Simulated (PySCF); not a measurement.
# Isomerisation enthalpies of C4H6O2

**What was measured.**

From CRC Handbook of Chemistry and Physics, for the gas at 298.15 K: enthalpy of formation of `O=C1CCCO1` (gamma-butyrolactone) -366.5 kJ/mol; enthalpy of formation of `C=CC(=O)OC` -333 kJ/mol; enthalpy of formation of `C=COC(C)=O` -314.4 kJ/mol.

The results are set against them at the end.

Differences of these values give the isomerisation enthalpies. Geometries: PBE0-D3(BJ)/def2-SVP; runs in PySCF, gas phase, with a dispersion term only where the level names one. Total electronic energies (Eh):

```tsv
SMILES	PBE0-D3(BJ)/def2-SVP	PBE0/pcSseg-1	PBE0/pcSseg-2	B97-2/pcSseg-2	BHandHLYP/pcSseg-2	CAM-B3LYP/pcSseg-2
O=C1CCCO1	-305.93559	-306.11968	-306.27136	-306.50613	-306.43934	-306.48552
C=CC(=O)OC	-305.90090	-306.08917	-306.23865	-306.47756	-306.41388	-306.45950
C=COC(C)=O	-305.90552	-306.09285	-306.24364	-306.48225	-306.41748	-306.46385
```

Zero-point and thermal terms are left out, so the computed numbers are electronic energies.

**Comparison with experiment**

Relative to `O=C1CCCO1`, the lowest by measurement, in kJ/mol (measured: enthalpies at 298.15 K; computed: electronic energies):

| SMILES | measured | PBE0-D3(BJ)/def2-SVP | PBE0/pcSseg-1 | PBE0/pcSseg-2 | B97-2/pcSseg-2 | BHandHLYP/pcSseg-2 | CAM-B3LYP/pcSseg-2 |
| --- | --- | --- | --- | --- | --- | --- | --- |
| O=C1CCCO1 | 0.0 | 0.0 | 0.0 | 0.0 | 0.0 | 0.0 | 0.0 |
| C=CC(=O)OC | 33.5 | 91.1 | 80.1 | 85.9 | 75.0 | 66.9 | 68.3 |
| C=COC(C)=O | 52.1 | 79.0 | 70.4 | 72.8 | 62.7 | 57.4 | 56.9 |

Measured values: -366.5 kJ/mol (298.15 K; CRC Handbook of Chemistry and Physics) for the first row; the others come from the same table. Mean unsigned miss over the other isomers: BHandHLYP/pcSseg-2 19.4, CAM-B3LYP/pcSseg-2 19.8, B97-2/pcSseg-2 26.1, PBE0/pcSseg-1 32.5, PBE0/pcSseg-2 36.5, PBE0-D3(BJ)/def2-SVP 42.2 kJ/mol. One conformer stands for `C=CC(=O)OC` and `C=COC(C)=O`, not necessarily the lowest, while the measurement averages over conformers. Where a level misses, the cause wasn't examined.

Shape of the structure used: `[CH2:1]=[CH:2][C:3](=[O:4])[O:5][CH3:6]`: C1–C2–C3–O4 -1°, C2–C3–O5–C6 180°.
